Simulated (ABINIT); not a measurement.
Runs of ABINIT 10.8.3 (patched build) on Ru. The structure is hexagonal, space group P6_3/mmc (No. 194). Conventional cell: a = 2.706 Å, b = 2.706 Å, c = 4.282 Å, α = 90.00°, β = 90.00°, γ = 120.00°. Ru (site symmetry -6m2) is surrounded by 12 Ru at 2.65 to 2.71 Å. 

| level | gap on the mesh (eV) | pressure (GPa) | relaxed volume (Å³/atom) |
| --- | --- | --- | --- |
| PBE+D3 | none | 0.0 | 13.44 |
| PBE+D2 | none | 0.0 | 13.29 |
| PBE | none | 0.0 | (a) |
| PBE+D3(BJ) | none | 0.0 | 13.44 |

Alike in all rows: task relaxation of cell and atoms; potentials or basis JTH PAW PBE v2.0; no spin polarisation; cell relaxed; k mesh 11 × 11 × 6; cutoff (eV) 408; smearing fermi-dirac 0.05 eV.

Task: Fill in the values left out.

Result: (a) 13.77.

Caveats: pairwise dispersion overbinds metals, which lowers pressure and volume (some runs).

A k mesh can miss the band edges, and the runs leave out spin-orbit coupling on Ru.

A gap of «none» marks a metal or a gap under the smearing width.
